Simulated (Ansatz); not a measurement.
Here is an Ansatz 0.2.0 calculation.

Contents of input.yaml:

```yaml
crystal:
  lattice:
    - [0.0, 2.2239077028, 2.2239077028]
    - [2.2239077028, 0.0, 2.2239077028]
    - [2.2239077028, 2.2239077028, 0.0]
  atoms:
    - { symbol: Mn, position: [0.0, 0.0, 0.0], spin: 4.0 }
    - { symbol: O, position: [0.5, 0.5, 0.5] }
kpoints:
  mp_grid: { grid: [10, 10, 10] }
scf:
  occupations: { method: fermi_dirac, width: 0.05 }
hamiltonian:
  xc: pbesol
  pseudopotentials: { kind: all_electron, lapw: { basis_error: 0.001 } }
magnetization:
  spin_polarized: true
output:
  forces: true
  stress: true
relax:
  f_tol: 0.01
  max_steps: 60
  cell: {}
```

Potentials or basis: all-electron LAPW, scalar-relativistic.

Command:

```bash
$ ansatz run input.yaml --threads 2 --pin off --max-ram 6144MiB --backend cpu --events-out ev --progress --plain --runs-dir out
```

**Question.** Estimate the space group after relaxing (to 0.05 Å).

**Answer.** Fm-3m (No. 225).

**Question.** Predict the site moments.

**Answer.** Mn +4.00; O +0.20 μB.

**Question.** What does it give for the net moment?

**Answer.** 4.45 μB per cell.

**Question.** What does it give for the absolute moment?

**Answer.** 4.45 μB per cell.

Final structure:
```cif
data_structure
_symmetry_space_group_name_H-M 'P 1'
_symmetry_Int_Tables_number 1
_cell_length_a 3.0595
_cell_length_b 3.0595
_cell_length_c 3.0595
_cell_angle_alpha 60.000
_cell_angle_beta 60.000
_cell_angle_gamma 60.000
_cell_volume 20.25
loop_
_atom_site_label
_atom_site_type_symbol
_atom_site_fract_x
_atom_site_fract_y
_atom_site_fract_z
_atom_site_occupancy
Mn1 Mn 0.00000 0.00000 0.00000 1
O1 O 0.50000 0.50000 0.50000 1
```

Caveat: a cell with one magnetic atom can't hold antiferromagnetic order, which such compounds often take.
